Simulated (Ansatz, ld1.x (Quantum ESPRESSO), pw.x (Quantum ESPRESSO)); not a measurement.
**pw.x on fcc V: one setting changed**

Potential: norm-conserving Troullier–Martins (Kleinman–Bylander form), ld1.x (Quantum ESPRESSO) 7.5, PBEsol; core [Ar], reference 3d3 4s2 4p0; waves: 4s (bound): rc 2.80 bohr; 4p (bound, empty): rc 3.35 bohr; 3d (bound): rc 1.80 bohr; local part: all-electron potential smoothed inside 1.85 bohr (lloc = -2); core correction: none.

The reference run (k-mesh 15³, cutoffs 100/400 Ry, Fermi–Dirac 0.01 Ry, mixing_beta 0.4, conv_thr 1e-9, no spin) gives -0.47 GPa at 13.441 Å³/atom, where all-electron LAPW gives -0.24 GPa. This run, with its own iteration cap, changes k-mesh shift to 1.

```
&control
  calculation='scf', prefix='x', pseudo_dir='./', outdir='./tmp', tstress=.true., disk_io='none'
/
&system
  ibrav=0, nat=1, ntyp=1, ecutwfc=100, ecutrho=400, nbnd=9,
  occupations='smearing', smearing='fd', degauss=0.01
/
&electrons
  conv_thr=1e-09, mixing_beta=0.4, electron_maxstep=60
/
ATOMIC_SPECIES
V 1.0 V.UPF
CELL_PARAMETERS angstrom
  0.00000000 1.88712439 1.88712439
  1.88712439 0.00000000 1.88712439
  1.88712439 1.88712439 0.00000000
ATOMIC_POSITIONS crystal
V 0.0000 0.0000 0.0000
K_POINTS automatic
15 15 15 1 1 1
```

```bash
pw.x < V.scf.in > V.scf.out
```

Problem. How does the run end?

Solution. It converges in 8 iterations; the free energy moves by +0.0 meV/atom and the pressure by +0.01 GPa. The result is that of the reference run.

```
Message from routine setup:
     using ibrav=0 with symmetry is DISCOURAGED, use correct ibrav instead
     lattice parameter (alat)  =       5.0433  a.u.
     unit-cell volume          =      90.7044 (a.u.)^3
     number of electrons       =         5.00
     number of Kohn-Sham states=            9
     kinetic-energy cutoff     =     100.0000  Ry
     charge density cutoff     =     400.0000  Ry
     scf convergence threshold =      1.0E-09
     Exchange-correlation= PBESOL
     number of k points=   344  Fermi-Dirac smearing, width (Ry)=  0.0100
     iteration #  1     ecut=   100.00 Ry     beta= 0.40
     total energy              =     -12.35086588 Ry
     estimated scf accuracy    <       0.06626087 Ry
     iteration #  2     ecut=   100.00 Ry     beta= 0.40
     total energy              =     -12.35911216 Ry
     estimated scf accuracy    <       0.00215694 Ry
     iteration #  3     ecut=   100.00 Ry     beta= 0.40
     negative rho (up, down):  1.545E-07 0.000E+00
     total energy              =     -12.35995414 Ry
     estimated scf accuracy    <       0.00036938 Ry
     iteration #  4     ecut=   100.00 Ry     beta= 0.40
     negative rho (up, down):  9.386E-08 0.000E+00
     total energy              =     -12.36012450 Ry
     estimated scf accuracy    <       0.00004405 Ry
     iteration #  5     ecut=   100.00 Ry     beta= 0.40
     total energy              =     -12.36013841 Ry
     estimated scf accuracy    <       0.00000789 Ry
     iteration #  6     ecut=   100.00 Ry     beta= 0.40
     total energy              =     -12.36014147 Ry
     estimated scf accuracy    <       0.00000010 Ry
     iteration #  7     ecut=   100.00 Ry     beta= 0.40
     total energy              =     -12.36014162 Ry
     estimated scf accuracy    <       0.00000002 Ry
     iteration #  8     ecut=   100.00 Ry     beta= 0.40
     the Fermi energy is    10.9402 ev
!    total energy              =     -12.36014163 Ry
     estimated scf accuracy    <          1.7E-10 Ry
     smearing contrib. (-TS)   =      -0.00749522 Ry
     The total energy is F=E-TS. E is the sum of the following terms:
     one-electron contribution =       6.64001022 Ry
     hartree contribution      =       0.71782749 Ry
     xc contribution           =      -3.63970643 Ry
     ewald contribution        =     -16.07077770 Ry
     convergence has been achieved in   8 iterations
          total   stress  (Ry/bohr**3)                   (kbar)     P=       -4.59
     Message from routine punch:
     Nothing written, as per user request (disk_io='none')
```

The run took about 68 s on one core of a shared host (Neoverse-V1, 32 threads, 247 GiB, load 25).
